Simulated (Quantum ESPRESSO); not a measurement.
## Quick settings and what they miss: GeO2 (P3_221, 9 atoms in the cell)

Self-consistent single point.

```yaml
crystal:
  lattice:
    - [4.87529, 0.00000, 0.00000]
    - [-2.43765, 4.22213, 0.00000]
    - [0.00000, 0.00000, 5.55576]
  atoms:
    - { symbol: Ge, position: [0.55154, 0.55154, 0.50000] }
    - { symbol: Ge, position: [0.44846, 0.00000, 0.16667] }
    - { symbol: Ge, position: [0.00000, 0.44846, 0.83333] }
    - { symbol: O, position: [0.30593, 0.39511, 0.74468] }
    - { symbol: O, position: [0.60489, 0.91082, 0.41135] }
    - { symbol: O, position: [0.08918, 0.69407, 0.07801] }
    - { symbol: O, position: [0.39511, 0.30593, 0.25532] }
    - { symbol: O, position: [0.91082, 0.60489, 0.58865] }
    - { symbol: O, position: [0.69407, 0.08918, 0.92199] }
```

Level of theory: PBE, PSlibrary PAW (PBE) pseudopotentials (plane waves; Quantum ESPRESSO).

Base settings: ecutwfc = 55 Ry; ecutrho = 330 Ry; occupations = fixed; potentials = {Ge: Ge.pbe-n-kjpaw_psl.1.0.0.UPF, O: O.pbe-n-kjpaw_psl.0.1.UPF}; K_POINTS = automatic 5 5 4 0 0 0; nbnd = 28; conv_thr = 1e-09 Ry; mixing_beta = 0.4.

Tight run (finer mesh or higher cutoff; not a proven limit): ecutwfc: 55 Ry → 77 Ry; ecutrho: 330 Ry → 462 Ry; conv_thr: 1e-09 Ry → 7.3e-11 Ry; K_POINTS: automatic 5 5 4 0 0 0 → automatic 7 7 6 0 0 0. It gave top of the valence band (on the code's own zero) 2.98 eV; gap on the k-point mesh 4.18 eV; pressure 32.60 GPa; largest force (vector length) 2.534 eV/Å.

Quick runs, as changes from the base:
- A: ecutwfc: 55 Ry → 44 Ry; ecutrho: 330 Ry → 264 Ry; occupations: fixed → smearing; nbnd: 28 → default; K_POINTS: automatic 5 5 4 0 0 0 → automatic 6 6 6 0 0 0; smearing: default → methfessel-paxton; degauss: default → 0.036749 Ry
- B: ecutrho: 330 Ry → 385 Ry; occupations: fixed → smearing; nbnd: 28 → default; conv_thr: 1e-09 Ry → 7.3e-05 Ry; pseudopotentials: {Ge: Ge.pbe-n-kjpaw_psl.1.0.0.UPF, O: O.pbe-n-kjpaw_psl.0.1.UPF} → {Ge: Ge.pz-n-kjpaw_psl.1.0.0.UPF, O: O.pz-n-kjpaw_psl.1.0.0.UPF}; K_POINTS: automatic 5 5 4 0 0 0 → automatic 4 4 4 0 0 0; smearing: default → gaussian; degauss: default → 0.019992 Ry [LDA (PZ)]
- C: ecutwfc: 55 Ry → 44 Ry; ecutrho: 330 Ry → 264 Ry; conv_thr: 1e-09 Ry → 7.3e-05 Ry; K_POINTS: automatic 5 5 4 0 0 0 → automatic 2 2 2 1 1 1
- D: ecutwfc: 55 Ry → 28 Ry; ecutrho: 330 Ry → 168 Ry; occupations: fixed → smearing; nbnd: 28 → default; K_POINTS: automatic 5 5 4 0 0 0 → automatic 2 2 2 0 0 0; smearing: default → fermi-dirac; degauss: default → 0.036749 Ry

Energies are extrapolated to zero smearing width, which holds to low order in the width alone (under cold and Methfessel-Paxton smearing the free energy itself is taken).

Dashes: energy of B, another energy zero; time of C, D, under 30 s.

Gaps are read on each run's own mesh, which may miss the band edges.

† marks runs with another functional, U, potentials or spin treatment: their distance from the tight run is not a convergence error alone.

The count of work is k-points × plane waves × bands × iterations; it is no time. Core times come from one kind of shared machine and are given to one figure; runs under 30 s give none.

The starting cell comes from a database of computed structures (which also holds hypothetical and non-ambient phases and stackings), without a prior relaxation at this level. Its lattice was rescaled by a random factor within 2.5 % of one. In the base run, with a pressure of about 33 GPa the cell is away from its equilibrium volume at this level. In the base run, forces exceed 1 eV/Å.

```tsv
run	energy less tight (meV/atom)	pressure less tight (GPa)	largest miss in a force vector (eV/Å)	gap on the mesh less tight (eV)	count of work / tight	core time / tight (rough)
A	16.9	-0.65	0.001	-0.004	0.30	0.3
B†	–	-9.34	0.508	-0.173	0.13	0.3
C	16.0	0.48	0.042	1.425	0.012	–
D	945.1	-54.18	0.072	-0.086	0.018	–
```

Among the runs at the tight run's level, the energy misses run from 16.0 to 945.1 meV/atom.

Left out of this page: 1 run of the series outside the window shown, repeating another row's setting, or not comparable.
